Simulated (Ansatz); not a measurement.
Runs of Ansatz 0.2.0 on SnTe. The structure is cubic, space group F-43m (No. 216). Conventional cell: a = 7.222 Å, b = 7.222 Å, c = 7.222 Å, α = 90.00°, β = 90.00°, γ = 90.00°. Te (site symmetry -43m) is surrounded by 4 Sn at 3.13 Å. Sn (site symmetry -43m) has 4 Te at 3.13 Å as nearest neighbours. Measurements of this composition are mostly on another form, of space group No. 225.

```csv
level,cutoff (eV),gap on the mesh (eV),pressure (GPa),relaxed volume (Å³/atom)
LDA,420,none,0.0,42.94
r2SCAN,500,0.34,0.0,46.01
PBE,420,(c),0.0,46.99
RPBE,420,0.50,0.0,(a)
revPBE,420,0.46,0.0,48.39
PBEsol,420,0.14,0.0,(b)
BLYP,420,0.50,0.0,50.15
```

Alike in all rows: task relaxation of cell and atoms; potentials or basis Ansatz PAW; no spin polarisation; cell relaxed; k mesh 7 × 7 × 7; smearing fermi-dirac 0.05 eV.

Q: Fill in the values left out.

A: (a) 48.88; (b) 44.43; (c) 0.33.

Caveats: the plane-wave basis is chosen anew once the cell has moved, so the energies of steps on either side of that aren't comparable; the PAW data sets come from PBE, with cores solved anew for the run's functional, which leaves a small shift of forces and pressure (some runs); odd divisions of the mesh miss points on the zone boundary, where band edges often lie, so the gap on the mesh can be too wide (some runs); spin-orbit coupling is left out, which moves the levels of the heavy elements (some runs).

A k mesh can miss the band edges, and the runs leave out spin-orbit coupling on Sn, Te.

A gap of «none» marks a metal or a gap under the smearing width.
